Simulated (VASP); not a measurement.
Wanted: the native input for a VASP 6.6.1 run.

```
Task                   : single point
Functional             : PBEsol
Potentials or basis    : VASP PAW PBE potentials, release 64 (Ag, Br)
Cutoff                 : 520 eV
k mesh                 : 7 × 7 × 7
Occupations            : fermi-dirac, width 0.03 eV
Spin                   : no spin polarisation
Dipole correction      : no
Further INCAR settings : ALGO = Normal; EDIFF = 1e-06; NBANDS = 16
```

The structure of AgBr lies in POSCAR:

```
AgBr
1.0
    0.0000000000      2.8470445428      2.8470445428
    2.8470445428      0.0000000000      2.8470445428
    2.8470445428      2.8470445428      0.0000000000
Ag Br
1 1
Direct
    0.5000000000      0.5000000000      0.5000000000
    0.0000000000      0.0000000000      0.0000000000
```

The cell isn't the ideal one: functional pbesol, volume scaled by 0.96.

One way to write it, as run:

INCAR

```
SYSTEM = AgBr
PREC = Accurate
ENCUT = 520
EDIFF = 1E-6
ISMEAR = -1
SIGMA = 0.03
LREAL = .False.
LASPH = .True.
NELM = 80
ALGO = Normal
ISIF = 2
LWAVE = .False.
LCHARG = .False.
GGA = PS
NBANDS = 16
```

KPOINTS

```
Automatic mesh
0
Gamma
  7 7 7
  0 0 0
```

Potentials or basis: VASP PAW PBE potentials, release 64 (Ag, Br).

Run with:

```console
$ cat potpaw_PBE.64/Ag/POTCAR potpaw_PBE.64/Br/POTCAR > POTCAR
$ mpirun -np 1 vasp_std > vasp.out
```

It gave:

```yaml
Pressure: -0.6 GPa
Band_gap_on_the_k_mesh: 0.58 eV, indirect (least direct gap 2.54 eV)
```

Caveat: the PAW data sets were made with another functional, which shifts forces and pressure a little; an odd mesh through Γ misses points on the zone boundary, where band edges often lie.

Run time: 8.7 s on 1 thread of Intel(R) Xeon(R) Platinum 8488C (Sapphire Rapids) (shared host), peak memory 0.17 GiB.
